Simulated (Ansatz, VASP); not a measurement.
## Ru in VASP and in Ansatz

File INCAR:

```
SYSTEM = Ru
PREC = Accurate
ENCUT = 520
EDIFF = 1E-6
ISMEAR = -1
SIGMA = 0.02
LREAL = .FALSE.
LASPH = .TRUE.
NELM = 150
ALGO = Fast
ISIF = 2
LWAVE = .FALSE.
LCHARG = .TRUE.
LNONCOLLINEAR = .TRUE.
MAGMOM = 0 0 0 0 0 0
LORBIT = 11
LSORBIT = .TRUE.
GGA_COMPAT = .FALSE.
LORBMOM = .TRUE.
LMAXMIX = 4
GGA = PE
IVDW = 12
LVHAR = .TRUE.
NBANDS = 40
```

File KPOINTS:

```
regular mesh
0
G
  8 8 5
  0 0 0
```

The input POSCAR:

```
Ru
1.0
    2.7058000000      0.0000000000      0.0000000000
   -1.3529000000      2.3432915376      0.0000000000
    0.0000000000      0.0000000000      4.2819000000
Ru
2
Direct
    0.6666666667      0.3333333333      0.7500000000
    0.3333333333      0.6666666667      0.2500000000
```

Contents of input.yaml:

```yaml
crystal:
  lattice:
    - [2.7058, 0.0, 0.0]
    - [-1.3529, 2.3432915376, 0.0]
    - [0.0, 0.0, 4.2819]
  atoms:
    - { symbol: Ru, position: [0.6666666667, 0.3333333333, 0.75] }
    - { symbol: Ru, position: [0.3333333333, 0.6666666667, 0.25] }
kpoints:
  mp_grid: { grid: [8, 8, 5] }
scf:
  occupations: { method: fermi_dirac, width: 0.02 }
hamiltonian:
  xc: pbe
  dispersion: d3bj
  pseudopotentials: { kind: all_electron, lapw: { basis_error: 0.001 } }
magnetization:
  noncollinear: true
  spin_orbit: true
output:
  forces: true
  stress: true
  eigenvalues: true
```

Alike in both runs: task single point; functional PBE; dispersion D3(BJ); k mesh 8 × 8 × 5; occupations fermi-dirac, width 0.02 eV; non-collinear spin, spin-orbit coupling.

|  | VASP | Ansatz |
| --- | --- | --- |
| version | VASP 6.6.1 | Ansatz 0.2.0 |
| potentials or method | VASP PAW PBE potentials, release 64 (Ru_pv) | all-electron LAPW, relativistic spinors |
| plane-wave cutoff (eV) | 520 | see its input |

Ansatz gave:

```
gap on the k mesh at the Fermi level (eV)       : none
pressure (GPa)                                  : -3.5
largest component of the traceless stress (GPa) : 0.59
net moment per atom (μB)                        : 0.00
dispersion energy (meV/atom)                    : -624.4
```

Q: Estimate VASP's values.

A: gap on the k mesh at the Fermi level (eV): none; pressure (GPa): -3.4; largest component of the traceless stress (GPa): 0.60; net moment per atom (μB): 0.00; dispersion energy (meV/atom): -624.2.

A gap of «none» marks a metal or a gap that the smearing closes. Ansatz ran all-electron here, so the differences hold the error of VASP's frozen core and of both bases.

Caveats: the k mesh is thin for a metal, which can move the energy by tens of meV per atom (Ansatz); pairwise dispersion overbinds metals, which lowers pressure and volume (Ansatz).
